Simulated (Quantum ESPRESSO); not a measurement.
# AgCl (Chlorargyrite) (Fm-3m) in Quantum ESPRESSO: notebook

Aim: see how the results for AgCl (Chlorargyrite) move with the level of theory and the settings. Levels: PBEsol, WC. Tasks: dielectric tensor.

All numbers are computed with Quantum ESPRESSO 7.5; they aren't measurements. Logs are shortened: lines on timing, memory, paths and dates and some standing lists are left out, and cuts for length are marked.

**What was measured.**

From a printed reference work, monograph, for a bulk crystal of AgCl: high-frequency dielectric constant 3.92.

The results are compared with them further down.

## 1. The structure

The structure is cubic, space group Fm-3m (No. 225). The conventional cell has a = 5.470 Å, b = 5.470 Å, c = 5.470 Å, α = 90.00°, β = 90.00°, γ = 90.00°. Ag (site symmetry m-3m) has 6 Cl at 2.73 Å as nearest neighbours. Cl (site symmetry m-3m) has 6 Ag at 2.73 Å as nearest neighbours.

## 2. Dielectric tensor, PBEsol

Input file pw.in:

```
&CONTROL
  calculation = 'scf'
  prefix = 'pwscf'
  outdir = './tmp'
  pseudo_dir = './pseudo'
  tprnfor = .true.
  tstress = .true.
  disk_io = 'low'
/
&SYSTEM
  ibrav = 0
  nat = 2
  ntyp = 2
  ecutwfc = 82
  nbnd = 20
  occupations = 'smearing'
  smearing = 'fd'
  degauss = 0.00367493
/
&ELECTRONS
  conv_thr = 4d-10
  electron_maxstep = 120
  mixing_beta = 0.5
/
ATOMIC_SPECIES
Ag   107.8682 Ag.upf
Cl    35.4500 Cl.upf
CELL_PARAMETERS angstrom
   0.0000000000    2.7350000000    2.7350000000
   2.7350000000    0.0000000000    2.7350000000
   2.7350000000    2.7350000000    0.0000000000
ATOMIC_POSITIONS angstrom
Ag     0.0000000000    0.0000000000    0.0000000000
Cl     2.7350000000    2.7350000000    2.7350000000
K_POINTS automatic
6 6 6 1 1 1
```

Input file scf2.in:

```
&CONTROL
  calculation = 'scf'
  prefix = 'pwscf'
  outdir = './tmp'
  pseudo_dir = './pseudo'
  tprnfor = .true.
  tstress = .true.
  disk_io = 'low'
/
&SYSTEM
  ibrav = 0
  nat = 2
  ntyp = 2
  ecutwfc = 82
  nbnd = 20
  occupations = 'fixed'
/
&ELECTRONS
  conv_thr = 1d-13
  electron_maxstep = 120
  mixing_beta = 0.5
  startingpot = 'file'
  startingwfc = 'file'
/
ATOMIC_SPECIES
Ag   107.8682 Ag.upf
Cl    35.4500 Cl.upf
CELL_PARAMETERS angstrom
   0.0000000000    2.7350000000    2.7350000000
   2.7350000000    0.0000000000    2.7350000000
   2.7350000000    2.7350000000    0.0000000000
ATOMIC_POSITIONS angstrom
Ag     0.0000000000    0.0000000000    0.0000000000
Cl     2.7350000000    2.7350000000    2.7350000000
K_POINTS automatic
6 6 6 1 1 1
```

Input file ph.in:

```
dielectric of AgCl
&INPUTPH
  prefix = 'pwscf'
  outdir = './tmp'
  tr2_ph = 1d-18
  fildyn = 'dyn'
  niter_ph = 90
  alpha_mix(1) = 0.7
  epsil = .true.
  trans = .false.
  zeu = .true.
/
0.0000000000 0.0000000000 0.0000000000
```

Potentials or basis: PseudoDojo 0.4.1 SR PBEsol standard.

Started as:

```console
> OMP_NUM_THREADS=1 pw.x -in pw.in > pw.out
> OMP_NUM_THREADS=1 pw.x -in scf2.in > scf2.out
> OMP_NUM_THREADS=1 ph.x -in ph.in > ph.out
```

pw.out:

```text
This program is part of the open-source Quantum ESPRESSO suite
     for quantum simulation of materials; please cite
[... 9 lines left out ...]
     --------------------
     sticks:   dense  smooth     PW     G-vecs:    dense   smooth      PW
     Sum        1201    1201    361                27581    27581    4573

     Using Slab Decomposition

     bravais-lattice index     =            0
     lattice parameter (alat)  =       7.3092  a.u.
     unit-cell volume          =     276.1205 (a.u.)^3
     number of atoms/cell      =            2
     number of atomic types    =            2
     number of electrons       =        26.00
     number of Kohn-Sham states=           20
     kinetic-energy cutoff     =      82.0000  Ry
     charge density cutoff     =     328.0000  Ry
     scf convergence threshold =      4.0E-10
     mixing beta               =       0.5000
     number of iterations used =            8  plain     mixing
     Exchange-correlation= PBESOL
                           (   1   4  10   8   0   0   0)

     celldm(1)=   7.309223  celldm(2)=   0.000000  celldm(3)=   0.000000
     celldm(4)=   0.000000  celldm(5)=   0.000000  celldm(6)=   0.000000

[... 8 lines left out ...]
               b(3) = (  0.707107  0.707107 -0.707107 )

     PseudoPot. # 1 for Ag read from file:
     Ag.upf
     Pseudo is Norm-conserving + core correction, Zval = 19.0
     Generated using ONCVPSP code by D. R. Hamann
     Using radial grid of 1538 points,  6 beta functions with:
                l(1) =   0
                l(2) =   0
                l(3) =   1
                l(4) =   1
                l(5) =   2
                l(6) =   2

     PseudoPot. # 2 for Cl read from file:
     Cl.upf
     Pseudo is Norm-conserving + core correction, Zval =  7.0
     Generated using ONCVPSP code by D. R. Hamann
     Using radial grid of 1028 points,  6 beta functions with:
                l(1) =   0
                l(2) =   0
                l(3) =   1
                l(4) =   1
                l(5) =   2
                l(6) =   2

     atomic species   valence    mass     pseudopotential
     Ag               19.00   107.86820     Ag( 1.00)
     Cl                7.00    35.45000     Cl( 1.00)

     48 Sym. Ops., with inversion, found

   Cartesian axes

     site n.     atom                  positions (alat units)
         1        Ag     tau(   1) = (   0.0000000   0.0000000   0.0000000  )
         2        Cl     tau(   2) = (   0.7071068   0.7071068   0.7071068  )

     number of k points=    28  Fermi-Dirac smearing, width (Ry)=  0.0037
                       cart. coord. in units 2pi/alat
        k(    1) = (   0.0589256   0.0589256   0.0589256), wk =   0.0185185
        k(    2) = (   0.1767767   0.1767767  -0.0589256), wk =   0.0555556
        k(    3) = (   0.2946278   0.2946278  -0.1767767), wk =   0.0555556
        k(    4) = (  -0.2946278  -0.2946278   0.4124790), wk =   0.0555556
        k(    5) = (  -0.1767767  -0.1767767   0.2946278), wk =   0.0555556
        k(    6) = (  -0.0589256  -0.0589256   0.1767767), wk =   0.0555556
[... 20 lines left out ...]
        k(   27) = (   0.2946278   0.2946278   0.2946278), wk =   0.0185185
        k(   28) = (  -0.2946278  -0.2946278   0.8838835), wk =   0.0555556

     Dense  grid:    27581 G-vectors     FFT dimensions: (  45,  45,  45)

     Initial potential from superposition of free atoms

     starting charge      25.9996, renormalised to      26.0000
     Starting wfcs are   14 randomized atomic wfcs +    6 random wfcs

     Self-consistent Calculation

     iteration #  1     ecut=    82.00 Ry     beta= 0.50
     Davidson diagonalization with overlap
     ethr =  1.00E-02,  avg # of iterations =  6.2

     Threshold (ethr) on eigenvalues was too large:
     Diagonalizing with lowered threshold

     Davidson diagonalization with overlap
     ethr =  1.43E-04,  avg # of iterations =  4.3

     total energy              =    -342.55696144 Ry
     estimated scf accuracy    <       0.03619151 Ry

     iteration #  2     ecut=    82.00 Ry     beta= 0.50
     Davidson diagonalization with overlap
     ethr =  1.39E-04,  avg # of iterations =  2.0

     total energy              =    -342.56728952 Ry
     estimated scf accuracy    <       0.00757141 Ry

     iteration #  3     ecut=    82.00 Ry     beta= 0.50
     Davidson diagonalization with overlap
     ethr =  2.91E-05,  avg # of iterations =  2.1

     total energy              =    -342.56858845 Ry
     estimated scf accuracy    <       0.00038985 Ry
[... 19 lines left out ...]
     total energy              =    -342.56861274 Ry
     estimated scf accuracy    <          8.2E-09 Ry

     iteration #  7     ecut=    82.00 Ry     beta= 0.50
     Davidson diagonalization with overlap
     ethr =  3.14E-11,  avg # of iterations =  3.2

     total energy              =    -342.56861275 Ry
     estimated scf accuracy    <          1.8E-09 Ry

     iteration #  8     ecut=    82.00 Ry     beta= 0.50
     Davidson diagonalization with overlap
     ethr =  7.10E-12,  avg # of iterations =  2.0

     End of self-consistent calculation

          k = 0.0589 0.0589 0.0589 (  3473 PWs)   bands (ev):

   -81.0817 -44.6325 -44.6323 -44.6323  -6.6396   5.6594   5.6594   5.6879
     6.1299   6.1299   6.3683   6.7694   6.7694   9.8533  18.5503  19.2176
    19.2176  20.9543  20.9543  21.3029

          k = 0.1768 0.1768-0.0589 (  3481 PWs)   bands (ev):

   -81.0817 -44.6336 -44.6327 -44.6324  -6.4911   4.5347   4.8839   5.2806
     6.2077   6.2861   6.5918   7.0901   7.8633  11.2289  17.0168  17.7390
    18.3193  19.7724  21.3035  22.0339

          k = 0.2946 0.2946-0.1768 (  3464 PWs)   bands (ev):

   -81.0816 -44.6352 -44.6330 -44.6327  -6.2468   3.4853   4.3915   4.5405
     6.4079   6.4605   6.7597   8.0327   8.6344  12.6967  15.2952  16.6386
    16.7183  20.9216  21.8431  22.2224

          k =-0.2946-0.2946 0.4125 (  3466 PWs)   bands (ev):

   -81.0816 -44.6358 -44.6330 -44.6329  -6.1567   3.1700   4.2851   4.3254
     6.4863   6.5243   6.8374   8.5622   8.6056  12.9514  14.8501  16.3626
    16.4884  21.6492  22.1050  22.8004

          k =-0.1768-0.1768 0.2946 (  3470 PWs)   bands (ev):

   -81.0816 -44.6347 -44.6328 -44.6327  -6.3247   3.7821   4.5723   4.7148
     6.2998   6.4265   6.6951   7.8678   8.2746  12.3239  15.6300  16.8862
    17.3949  20.3934  21.7282  21.9597

          k =-0.0589-0.0589 0.1768 (  3480 PWs)   bands (ev):

   -81.0817 -44.6330 -44.6325 -44.6324  -6.5622   4.7959   5.4699   5.4908
     6.1079   6.2173   6.5481   6.8821   7.3097  10.6857  17.7549  18.3960
    18.7464  19.4160  21.6365  22.1222

          k = 0.2946 0.0589 0.0589 (  3477 PWs)   bands (ev):

   -81.0816 -44.6337 -44.6328 -44.6328  -6.4348   4.1218   5.2866   5.3328
     6.0423   6.3031   6.7325   6.9795   7.5137  11.8529  16.3956  17.3021
    18.5124  19.0520  22.3062  23.4783

          k = 0.4125 0.1768-0.0589 (  3469 PWs)   bands (ev):

   -81.0816 -44.6348 -44.6334 -44.6330  -6.2581   3.7297   4.6695   4.9518
     6.1891   6.4867   6.7959   7.1307   8.0288  12.7012  15.2319  16.6068
    18.0416  19.8139  22.8118  24.0115

          k =-0.1768-0.4125 0.5303 (  3462 PWs)   bands (ev):

   -81.0815 -44.6354 -44.6338 -44.6332  -6.1336   3.5580   4.3229   4.4528
     6.4044   6.5366   6.7843   7.6731   8.1481  13.3879  14.4352  16.7112
    17.2024  21.1933  22.1733  23.4835

          k =-0.0589-0.2946 0.4125 (  3461 PWs)   bands (ev):

   -81.0816 -44.6350 -44.6337 -44.6329  -6.1956   3.5886   4.3846   4.6740
     6.3777   6.5085   6.8258   7.1938   8.5106  13.5110  14.5615  16.3883
    17.1921  20.4774  22.7076  24.0204

          k = 0.0589-0.1768 0.2946 (  3470 PWs)   bands (ev):

   -81.0816 -44.6342 -44.6330 -44.6326  -6.3760   3.9869   4.7258   5.0819
     6.2145   6.3926   6.7256   7.1556   8.1535  12.1834  15.9967  16.8879
    17.8670  19.7143  22.0476  22.9567

          k = 0.5303 0.0589 0.0589 (  3452 PWs)   bands (ev):

   -81.0816 -44.6352 -44.6336 -44.6335  -6.1989   3.8391   5.1452   5.2384
     5.9173   6.4668   6.7542   6.8461   7.2080  11.6289  16.3703  16.6643
    19.2644  19.6986  23.3888  24.1929

          k =-0.0589-0.5303 0.6482 (  3445 PWs)   bands (ev):

   -81.0815 -44.6353 -44.6341 -44.6336  -6.1287   4.0890   4.6118   4.8817
     6.1909   6.6129   6.6987   6.8315   7.2326  11.7936  16.2409  16.8606
    18.5712  20.6828  22.8289  23.6507

          k = 0.0589-0.4125 0.5303 (  3461 PWs)   bands (ev):

   -81.0815 -44.6350 -44.6344 -44.6333  -6.1173   3.8170   4.3576   4.4688
     6.4103   6.5319   6.7850   7.1157   7.9937  13.0820  15.1001  16.5383
    17.5256  21.1402  21.6504  24.2495

          k = 0.1768-0.2946 0.4125 (  3463 PWs)   bands (ev):

   -81.0816 -44.6355 -44.6333 -44.6329  -6.1762   3.3832   4.3247   4.4616
     6.4147   6.5205   6.8027   7.9608   8.5430  13.3022  14.4899  16.6328
    16.7812  21.0701  22.3876  23.0255

          k =-0.6482 0.0589 0.0589 (  3444 PWs)   bands (ev):

   -81.0815 -44.6356 -44.6338 -44.6337  -6.1470   4.0339   5.1396   5.2583
     5.8987   6.5581   6.6784   6.6933   6.8748  11.1466  16.4428  17.1672
    19.8907  20.1809  23.2697  23.5820

          k =-0.5303 0.1768-0.0589 (  3456 PWs)   bands (ev):

   -81.0816 -44.6352 -44.6338 -44.6334  -6.1714   3.8228   4.6486   4.8939
     6.1793   6.5564   6.7627   7.0190   7.6122  12.2005  15.7974  16.5539
    18.4498  20.2232  23.0813  23.9694

          k =-0.4125 0.0589 0.0589 (  3473 PWs)   bands (ev):

   -81.0816 -44.6345 -44.6332 -44.6332  -6.3009   3.8053   5.1814   5.2492
     5.9689   6.3849   6.8020   6.9659   7.4712  12.2653  15.7115  16.8757
    18.7020  19.1894  22.8946  24.4869

          k = 0.1768 0.1768 0.1768 (  3461 PWs)   bands (ev):

   -81.0816 -44.6341 -44.6326 -44.6326  -6.4269   4.2332   4.8045   4.8045
     6.3038   6.3038   6.5801   7.8782   7.8782  11.5882  16.3690  17.7211
    17.7211  20.7226  20.7226  21.2887

          k = 0.2946 0.2946 0.0589 (  3468 PWs)   bands (ev):

   -81.0816 -44.6347 -44.6333 -44.6327  -6.2840   3.7132   4.4376   4.8436
     6.3390   6.4554   6.7934   7.2129   8.6151  12.8586  15.3783  16.5234
    17.0474  20.1816  22.5174  23.2742

          k =-0.2946-0.2946 0.6482 (  3465 PWs)   bands (ev):
[... 17 lines left out ...]
          k =-0.1768-0.4125 0.7660 (  3458 PWs)   bands (ev):

   -81.0815 -44.6351 -44.6341 -44.6333  -6.1365   3.7656   4.3959   4.5835
     6.4008   6.5313   6.7800   7.0957   7.9813  13.1238  15.0584  16.4284
    17.5621  20.9066  22.3371  24.0481

          k =-0.0589-0.2946 0.6482 (  3451 PWs)   bands (ev):

   -81.0815 -44.6350 -44.6345 -44.6336  -6.1103   4.1074   4.3569   4.5551
     6.4360   6.5755   6.7072   6.8730   7.5265  12.7640  15.9000  16.5270
    17.3108  21.4549  22.3391  23.6216

          k =-0.7660 0.1768 0.1768 (  3452 PWs)   bands (ev):

   -81.0815 -44.6352 -44.6344 -44.6334  -6.1195   4.0545   4.3061   4.6762
     6.2481   6.5836   6.7570   7.0805   7.6154  12.2578  15.7191  16.7655
    18.3756  20.3916  22.1447  24.1355

          k = 0.2946 0.2946 0.2946 (  3468 PWs)   bands (ev):

   -81.0816 -44.6357 -44.6328 -44.6328  -6.1950   3.2236   4.3420   4.3420
     6.4876   6.4876   6.8118   8.6414   8.6414  12.6114  15.4394  16.3301
    16.3301  21.7742  21.7742  21.8343

          k =-0.2946-0.2946 0.8839 (  3455 PWs)   bands (ev):

   -81.0816 -44.6356 -44.6335 -44.6330  -6.1430   3.3563   4.3423   4.3442
     6.4737   6.5086   6.8087   7.9115   8.5402  13.6090  14.1823  16.6615
    16.7148  21.6259  21.8844  23.2850

     the Fermi energy is     9.3056 ev

!    total energy              =    -342.56861275 Ry
     estimated scf accuracy    <          1.8E-10 Ry
     smearing contrib. (-TS)   =      -0.00000003 Ry
     internal energy E=F+TS    =    -342.56861272 Ry

     The total energy is F=E-TS. E is the sum of the following terms:
     one-electron contribution =    -176.60573708 Ry
     hartree contribution      =      98.86104407 Ry
     xc contribution           =     -54.92704653 Ry
     ewald contribution        =    -209.89687317 Ry

     convergence has been achieved in   8 iterations

     Forces acting on atoms (cartesian axes, Ry/au):

     atom    1 type  1   force =     0.00000000    0.00000000   -0.00000000
     atom    2 type  2   force =    -0.00000000   -0.00000000    0.00000000

     Total force =     0.000000     Total SCF correction =     0.000000

     Computing stress (Cartesian axis) and pressure

          total   stress  (Ry/bohr**3)                   (kbar)     P=       -7.63
  -0.00005190   0.00000000   0.00000000           -7.63        0.00        0.00
   0.00000000  -0.00005190   0.00000000            0.00       -7.63        0.00
   0.00000000   0.00000000  -0.00005190            0.00        0.00       -7.63

=------------------------------------------------------------------------------=
   JOB DONE.
=------------------------------------------------------------------------------=
```

Run time: 8 min. Hardware: 1 thread of Arm Neoverse V2, shared host; peak memory 0.09 GiB.

Results:

```
Free energy                             : -4660.8834 eV
Pressure                                : -0.8 GPa
Electronic dielectric tensor (diagonal) : 5.47
Born charges (mean of the diagonal)     : Ag +1.43; Cl -1.43 e
```

Electronic dielectric tensor:
```
5.47 0.00 0.00
0.00 5.47 0.00
0.00 0.00 5.47
```

Born effective charge tensors (e):
atom 1, Ag
```
1.43 0.00 0.00
0.00 1.43 0.00
0.00 0.00 1.43
```
atom 2, Cl
```
-1.43  0.00  0.00
 0.00 -1.43  0.00
 0.00  0.00 -1.43
```

[end of part 1 of 2]
